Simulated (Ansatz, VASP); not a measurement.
# Al26N27 (V_Al) in two plane-wave programs

Aim: how closely do two programs agree when they are given the same cell, functional and k mesh? The cell is taken from a series of runs on this material, whose earlier steps may have relaxed, scaled, displaced or heated it; both programs get it as it stands.

Calculated with Ansatz 0.2.0; plane waves, with VASP 6.6.1 beside it; single point at r2SCAN.

## Step 1: The starting structure

The cell holds 53 atoms: 26 Al and 27 N. Cell: a = 9.547 Å, b = 9.547 Å, c = 9.547 Å, α = 60.0°, β = 60.0°, γ = 60.0°. It derives from AlN (AlN (F-43m)). Nearest the centre at fractional (0.333, 0.667, 0.667): N41 at 2.29 Å, N44 at 2.29 Å, N43 at 2.29 Å, N35 at 2.30 Å, Al16 at 3.22 Å, Al26 at 3.23 Å, Al13 at 3.23 Å, Al23 at 3.23 Å.

Structure file:

```
Al N
1.0
     0.00000    6.75082    6.75082
     6.75082    0.00000    6.75082
     6.75082    6.75082    0.00000
Al N
26 27
Direct
  0.99976 0.00010 0.99946
  0.99983 0.00005 0.33236
  0.99773 0.00775 0.66312
  0.99983 0.33300 0.99942
  0.00055 0.33327 0.33264
  0.00049 0.33334 0.66531
  0.99773 0.66375 0.00712
  0.00049 0.66594 0.33271
  0.99718 0.66402 0.66339
  0.33273 0.00004 0.99941
  0.33126 0.00704 0.32987
  0.33130 0.00729 0.66358
  0.33126 0.33050 0.00641
  0.33314 0.33329 0.33266
  0.33130 0.33038 0.66360
  0.33130 0.66421 0.00666
  0.33130 0.66423 0.32974
  0.66627 0.00049 0.99986
  0.66695 0.00006 0.33231
  0.66630 0.00028 0.66514
  0.66695 0.33294 0.99942
  0.66694 0.33299 0.33236
  0.67408 0.33152 0.66306
  0.66630 0.66577 0.99964
  0.67408 0.66370 0.33089
  0.67424 0.66399 0.66335
  0.08363 0.08340 0.08277
  0.08375 0.08381 0.41628
  0.08366 0.08391 0.74878
  0.08375 0.41691 0.08317
  0.08384 0.41669 0.41605
  0.08360 0.41685 0.74880
  0.08366 0.74942 0.08328
  0.08360 0.74943 0.41622
  0.03876 0.76493 0.76430
  0.41699 0.08327 0.08263
  0.41641 0.08389 0.41611
  0.41696 0.08323 0.74956
  0.41641 0.41675 0.08325
  0.41643 0.41672 0.41609
  0.43177 0.37317 0.76360
  0.41696 0.75019 0.08259
  0.43177 0.76423 0.37253
  0.43204 0.76470 0.76406
  0.75022 0.08334 0.08271
  0.75025 0.08335 0.41624
  0.74934 0.08332 0.74993
  0.75025 0.41688 0.08272
  0.75124 0.41668 0.41604
  0.75120 0.41670 0.74869
  0.74934 0.75057 0.08268
  0.75120 0.74932 0.41606
  0.74936 0.75046 0.74983
```

## Step 2: Ansatz: single point, r2SCAN

Ansatz runs on its PAW soft_1 files.

With cell and atoms fixed, the geometry can't cause a difference; cores, projectors, grids and the points listed under the comparison can.

Input file input.yaml:

```yaml
crystal:
  checkpoint: "../qp1_M2.relax.run"
  host: checkpoint
basis:
  ecutwfc: 500
  xc_grid: 2
hamiltonian:
  xc: r2scan
  pseudopotentials: { kind: paw, azcp: { folder: soft_1 } }
kpoints:
  mp_grid: { grid: [2, 2, 2], shift: [0.5, 0.5, 0.5] }
scf:
  occupations: { method: fermi_dirac, width: 0.01 }
  max_iter: 100
output:
  forces: true
  eigenvalues: true
  charged_corrections: { defect_position: [0.333333, 0.666667, 0.666667] }
checkpoint:
  read: "../qp1_M2.relax.run"
  write: "../qp1_M2.point_neutral.run"
  compress: false
  write_wavefunctions: false
  write_every: 100000
magnetization:
  spin_polarized: true
  initial_magnetization: 1
  spin_locking: { lock_magnetization: hard }
```

The run is started by

```
ansatz run input.yaml --threads 8 --pin off --max-ram 15073MiB --backend cpu --events-out ev --progress --plain --runs-dir out
```

What it wrote:

```text
Warning: the atoms were moved onto the symmetric positions of the space group found under crystal.symmetry.tolerance 1.0e-5 (fractional; no operation is sought that the atoms, as they stand in a round, miss by more than twice it, and no atom is moved by as much as it), and the run uses the moved positions. Before a round's move an operation carried an atom to 1.23e-4 Å from where it should land, the largest such dist [...]
[...]
atom   3  Al     0.03074750     0.16591559     0.02680166
  atom   4  N      0.06572851    -0.23286220     0.03240021
  atom   5  Al    -0.03711532     0.13442138    -0.30519045
  atom   6  N      0.16998418    -0.15131017     0.03262407
  atom   7  Al     0.03074750     0.02680166     0.16591559
  atom   8  N      0.06572851     0.03240021    -0.23286220
  atom   9  Al     0.01209664    -0.04984797    -0.04984797
  atom  10  N     -0.03682344    -0.03268227    -0.03268227
  atom  11  Al     0.11553032     0.05343045    -0.07602884
  atom  12  N     -0.08596485    -0.12508444    -0.20182604
  atom  13  Al    -0.03711532    -0.30519045     0.13442138
  atom  14  N      0.16998418     0.03262407    -0.15131017
  atom  15  Al     0.11553032    -0.07602884     0.05343045
  atom  16  N     -0.08596485    -0.20182604    -0.12508444
  atom  17  Al     0.31861758     0.14029525     0.14029525
  atom  18  N     -0.05751395     0.01518223     0.01518223
  atom  19  Al    -0.13224921     0.18733066     0.18733066
  atom  20  N      0.14223252    -0.05826360    -0.05826360
  atom  21  Al    -0.62193588     0.52234295    -0.34573022
  atom  22  N      0.10112308    -0.18137845     0.23145731
  atom  23  Al    -0.56227027     0.77504638    -0.48175735
  atom  24  N      0.06428890    -0.16706977     0.01948833
  atom  25  Al    -0.62193588    -0.34573022     0.52234295
  atom  26  N      0.10112308     0.23145731    -0.18137845
[...]
atom  46  Al     0.45706064    -0.36154103    -0.67823347
  atom  47  N     -0.17207045     0.25454005     0.09459261
  atom  48  Al     0.19486404    -0.12239903     0.16438632
  atom  49  N     -0.24476991     0.19556444     0.17043498
  atom  50  Al     0.45706064    -0.67823347    -0.36154103
  atom  51  N     -0.17207045     0.09459261     0.25454005
  atom  52  Al     0.81353997    -0.50666982    -0.50666982
  atom  53  N     -0.22368707     0.25136079     0.25136079
  max |Σ_I F_I| component: 2.29e-2 eV/Å
--- Band table (eV; the first three rows and the last of 6) ---
  k-point 0 ↑: bands = ["-9.7513", "-9.1081", "-8.7706", "-8.7480", "-8.7236", "-8.5554", "-8.5416", "-8.5051", "-8.4667", "-8.4209", "-8.3151", "-8.2052", "-7.9977", "-7.9792", "-7.9267", "-7.9032", "-7.8873", "-7.7770", "-7.7376", "-7.7264", "-7.7020", "-7.6269", "-7.6206", "-7.4632", "-7.4532", "-7.3169", "-6.8762", "0.2459", "0.7735", "0.7756", "0.7907", "0.8974", "0.9023", "0.9564", "1.0432", "1.0862", "1.0899", [...]
  k-point 1 ↑: bands = ["-9.5340", "-9.3030", "-9.0911", "-8.9076", "-8.8438", "-8.5417", "-8.4046", "-8.3926", "-8.2709", "-8.1756", "-8.1484", "-8.1156", "-8.0925", "-8.0367", "-7.9508", "-7.9042", "-7.8790", "-7.8390", "-7.8180", "-7.8056", "-7.7446", "-7.5850", "-7.5803", "-7.4782", "-7.4392", "-7.3137", "-6.8753", "0.0570", "0.3486", "0.4073", "0.4726", "0.6584", "0.7017", "0.8372", "0.9347", "1.0004", "1.0175", [...]
  k-point 2 ↑: bands = ["-9.5313", "-9.3026", "-9.0972", "-8.9322", "-8.8135", "-8.5443", "-8.4217", "-8.3882", "-8.2437", "-8.1964", "-8.1314", "-8.1221", "-8.0835", "-8.0326", "-7.9494", "-7.9250", "-7.8743", "-7.8616", "-7.8045", "-7.7776", "-7.7668", "-7.5857", "-7.5786", "-7.4700", "-7.4533", "-7.3072", "-6.8769", "0.0724", "0.3514", "0.4250", "0.4684", "0.6534", "0.6706", "0.8266", "0.9409", "1.0131", "1.0140", [...]
  k-point 2 ↓: bands = ["-9.5727", "-9.2632", "-9.0991", "-8.9295", "-8.8857", "-8.5329", "-8.4611", "-8.3911", "-8.3348", "-8.1614", "-8.1540", "-8.0947", "-8.0759", "-8.0294", "-7.9535", "-7.9010", "-7.8952", "-7.8391", "-7.8325", "-7.7682", "-7.7217", "-7.6603", "-7.5588", "-7.5489", "-6.6089", "-6.5957", "-6.4857", "0.0695", "0.3514", "0.4379", "0.4697", "0.6529", "0.6745", "0.8233", "0.9405", "1.0206", "1.0232", [...]
```

## Step 3: VASP: single point, r2SCAN

The same cell, functional, mesh and smearing now go to VASP, with its own data sets.

Lines of VASP's logs that name or quote its potential files are left out, and so is its time.

Input file INCAR:

```
SYSTEM = Al26N27
PREC = Accurate
ENCUT = 580
EDIFF = 1E-06
NELM = 200
ISMEAR = -1
SIGMA = 0.01
LREAL = Auto
ALGO = Normal
METAGGA = R2SCAN
LASPH = .TRUE.
NBANDS = 144
ISPIN = 2
MAGMOM = -0 -0 0 -0 -0 -0 0 -0 0 -0 -0 -0 -0 -0 -0 -0 -0 -0 0 -0 0 0 -0 -0 -0 -0 -0 -0 -0 -0 -0 -0 -0 -0 -0.59 0.05 -0 0.06 -0 0 0.45 0.06 0.45 0.4 -0 -0 -0.02 -0 -0 -0 -0.02 -0 -0.02
LORBIT = 11
LWAVE = .FALSE.
LCHARG = .FALSE.
ISIF = 2
ISYM = 2
NUPDOWN = 1
GGA_COMPAT = .FALSE.
LMIXTAU = .TRUE.
KPAR = 2
```

Input file POSCAR:

```
Al26N27
1.0
    0.0000000000      6.7508155590      6.7508155590
    6.7508155590      0.0000000000      6.7508155590
    6.7508155590      6.7508155590      0.0000000000
Al N
26 27
Direct
    0.9997640844      0.0000970604      0.9994635265
    0.9998348125      0.0000532174      0.3323644683
    0.9977303184      0.0077549384      0.6631171992
    0.9998348125      0.3329980022      0.9994196835
    0.0005523409      0.3332688037      0.3326352699
    0.0004938268      0.3333416481      0.6653087041
    0.9977303184      0.6637507331      0.0071214046
    0.0004938268      0.6659422380      0.3327081142
    0.9971849210      0.6640247222      0.6633911883
    0.3327275604      0.0000436053      0.9994100714
    0.3312633274      0.0070428824      0.3298664119
    0.3312953555      0.0072916888      0.6635812406
    0.3312633274      0.3304999458      0.0064093485
    0.3331448108      0.3332886752      0.3326551413
    0.3313001395      0.3303772373      0.6635967440
    0.3312953555      0.6642147744      0.0066581549
    0.3313001395      0.6642302779      0.3297437034
    0.6662670682      0.0004897717      0.9998562379
    0.6669491500      0.0000577803      0.3323070343
    0.6662975894      0.0002757943      0.6651401742
    0.6669491500      0.3329405681      0.9994242464
    0.6669428353      0.3329896165      0.3323560826
    0.6740840288      0.3315218473      0.6630640552
    0.6662975894      0.6657737080      0.9996422604
    0.6740840288      0.6636975891      0.3308883135
    0.6742448160      0.6639855238      0.6633519899
    0.0836311148      0.0834032656      0.0827697317
    0.0837528366      0.0838068521      0.4162776718
    0.0836631296      0.0839102164      0.7487832552
    0.0837528366      0.4169112056      0.0831733183
    0.0838412555      0.4166878754      0.4160543416
    0.0836037622      0.4168501171      0.7487992071
    0.0836631296      0.7494167891      0.0832766825
    0.0836037622      0.7494327409      0.4162165833
    0.0387622448      0.7649339476      0.7643004138
    0.4169906266      0.0832662020      0.0826326682
    0.4164055704      0.0838872538      0.4161142887
    0.4169598214      0.0832285068      0.7495599121
    0.4164055704      0.4167478225      0.0832537199
    0.4164274558      0.4167233785      0.4160898446
    0.4317689385      0.3731666120      0.7635954174
    0.4169598214      0.7501934460      0.0825949730
    0.4317689385      0.7642289513      0.3725330782
    0.4320350905      0.7646972781      0.7640637442
    0.7502176400      0.0833448251      0.0827112913
    0.7502474708      0.0833534201      0.4162421473
    0.7493360736      0.0833185282      0.7499347598
    0.7502474708      0.4168756812      0.0827198863
    0.7512398141      0.4166760379      0.4160425040
    0.7511965736      0.4166967289      0.7486855586
    0.7493360736      0.7505682936      0.0826849944
    0.7511965736      0.7493190925      0.4160631951
    0.7493629914      0.7504591011      0.7498255672
```

Input file KPOINTS:

```
Points of the shifted mesh
8
Reciprocal
 0.2500000000  0.2500000000  0.2500000000 1
 0.2500000000  0.2500000000  0.7500000000 1
 0.2500000000  0.7500000000  0.2500000000 1
 0.2500000000  0.7500000000  0.7500000000 1
 0.7500000000  0.2500000000  0.2500000000 1
 0.7500000000  0.2500000000  0.7500000000 1
 0.7500000000  0.7500000000  0.2500000000 1
 0.7500000000  0.7500000000  0.7500000000 1
```

The projector-augmented-wave data sets are Al and N (PBE family, release 64).

The run is started by

```
mpirun -np 8 vasp_std
```

What it wrote:

```text
[banner, memory and clock lines left out]
running    8 mpi-ranks, on    1 nodes
[...]
|                                                                             |
|           W    W    AA    RRRRR   N    N  II  N    N   GGGG   !!!           |
|           W    W   A  A   R    R  NN   N  II  NN   N  G    G  !!!           |
|           W    W  A    A  R    R  N N  N  II  N N  N  G       !!!           |
|           W WW W  AAAAAA  RRRRR   N  N N  II  N  N N  G  GGG   !            |
|           WW  WW  A    A  R   R   N   NN  II  N   NN  G    G                |
|           W    W  A    A  R    R  N    N  II  N    N   GGGG   !!!           |
|                                                                             |
|     For optimal performance we recommend to set                             |
|       NCORE = 2 up to number-of-cores-per-socket                            |
|     NCORE specifies how many cores store one orbital (NPAR=cpu/NCORE).      |
|     This setting can greatly improve the performance of VASP for DFT.       |
[...]
|                                                                             |
|     You enforced a specific xc type in the INCAR file but a different       |
|     [... a line on the potential file left out ...]
|     I HOPE YOU KNOW WHAT YOU ARE DOING!                                     |
|                                                                             |

 LDA part: xc-table for (None), standard interpolation
 POSCAR, INCAR and KPOINTS ok, starting setup
[...]
entering main loop
       N       E                     dE             d eps       ncg     rms          rms(c)
DAV:   1     0.852543051851E+03    0.85254E+03   -0.10677E+05  4608   0.149E+03
DAV:   2    -0.494235580208E+03   -0.13468E+04   -0.12892E+04  5816   0.291E+02
DAV:   3    -0.608066095895E+03   -0.11383E+03   -0.11252E+03  5496   0.906E+01
DAV:   4    -0.610192962246E+03   -0.21269E+01   -0.21195E+01  5424   0.131E+01
[...]
DAV:  21    -0.499215433604E+03    0.24049E-05   -0.25911E-06  4064   0.475E-03    0.422E-03
DAV:  22    -0.499215442645E+03   -0.90406E-05   -0.39310E-06  4496   0.763E-03    0.146E-03
DAV:  23    -0.499215442971E+03   -0.32596E-06   -0.29733E-07  2704   0.191E-03
   1 F= -.49921544E+03 E0= -.49921544E+03  d E =-.942024E-10  mag=     1.0000
```

Parts of OUTCAR (step 3):

```text
  FREE ENERGIE OF THE ION-ELECTRON SYSTEM (eV)
  ---------------------------------------------------
  free  energy   TOTEN  =      -499.2154429709 eV

  energy  without entropy=     -499.2154429708  energy(sigma->0) =     -499.21544297

 magnetization (x)
# of ion       s       p       d       tot
------------------------------------------
    1        0.000  -0.000   0.000  -0.000
    2       -0.000  -0.000   0.000  -0.000
    3        0.004   0.007   0.000   0.010
    4       -0.000  -0.000   0.000  -0.000
    5       -0.000  -0.000   0.000  -0.000
    6       -0.000  -0.000   0.000  -0.000
    7        0.004   0.007   0.000   0.010
    8       -0.000  -0.000   0.000  -0.000
    9        0.004   0.006   0.000   0.010
   10       -0.001  -0.001   0.000  -0.001
   11       -0.002  -0.003   0.000  -0.006
   12       -0.002  -0.003   0.000  -0.005
   13       -0.002  -0.003   0.000  -0.006
[...]
--------------------------------------------------
tot          0.019   0.710   0.000   0.729
```

The gap is read on the k-mesh alone, so it is an upper bound where the band edges lie off the mesh.

## Step 4: Side by side

Known differences besides the potentials themselves: VASP starts from the moments at which Ansatz ended; VASP keeps PBE cores, Ansatz makes them for the functional; the cutoff is 500 eV in Ansatz and 580 eV in VASP (PREC = Accurate, projectors in real space); site moments are counted in spheres of each program's own size. Total energies have different zeros and are not compared.

Compared:

| quantity | Ansatz | VASP | difference |
| --- | --- | --- | --- |
| total moment, fixed by the input (μB) | 1.00 | 1.00 | 0.00 |
| moment on N35 (μB) | -0.59 | -0.56 | -0.04 |
| moment on N41 (μB) | 0.45 | 0.42 | +0.02 |
| moment on N43 (μB) | 0.45 | 0.42 | +0.02 |
| moment on N44 (μB) | 0.40 | 0.38 | +0.03 |
| moment on N38 (μB) | 0.06 | 0.05 | +0.01 |
| moment on N42 (μB) | 0.06 | 0.05 | +0.01 |
| moment on N36 (μB) | 0.05 | 0.05 | 0.00 |

Forces on 8 of the 53 atoms, those with the largest forces and the largest differences (eV/Å; atoms numbered as in POSCAR):

| atom | Ansatz x, y, z | VASP x, y, z |
| --- | --- | --- |
| Al12 | -0.562, 0.775, -0.482 | -0.562, 0.778, -0.486 |
| Al15 | 0.437, 0.651, 0.518 | 0.430, 0.647, 0.506 |
| Al16 | -0.562, -0.482, 0.775 | -0.562, -0.486, 0.778 |
| Al17 | 0.437, 0.518, 0.651 | 0.430, 0.506, 0.647 |
| Al23 | 0.457, -0.362, -0.678 | 0.451, -0.352, -0.673 |
| Al25 | 0.457, -0.678, -0.362 | 0.451, -0.673, -0.352 |
| Al26 | 0.814, -0.507, -0.507 | 0.816, -0.510, -0.510 |
| N44 | -0.160, -0.210, -0.210 | -0.170, -0.217, -0.217 |

The forces differ by 4.2 meV/Å r.m.s., which is 1.6 % of the r.m.s. force of 0.264 eV/Å (both taken over all components).

## Step 5: Results

| Quantity | Value |
| --- | --- |
| r.m.s. force difference (single point, r2SCAN) | 1.6 % of the r.m.s. force |

In words: The r.m.s. force difference is 1.6 % of the r.m.s. force (single point, r2SCAN), within the 3 % picked in this series as the mark of a large difference. Such differences can come from data sets, numerical settings and the points named under the comparisons, not from the functional's error against experiment.

[Lines on the potential files, build, host, timing and source positions are cut from VASP's logs without a mark.]

[Logs are printed without paths, hosts, clocks, repeated set-up lines and the standing remarks that a program may print on its own settings, such as how far it seeks lower states.]

[Hosts, paths, dates, database ids (printed as entryN), source tags and the programs' standing remarks are cut or masked in the printed files.]
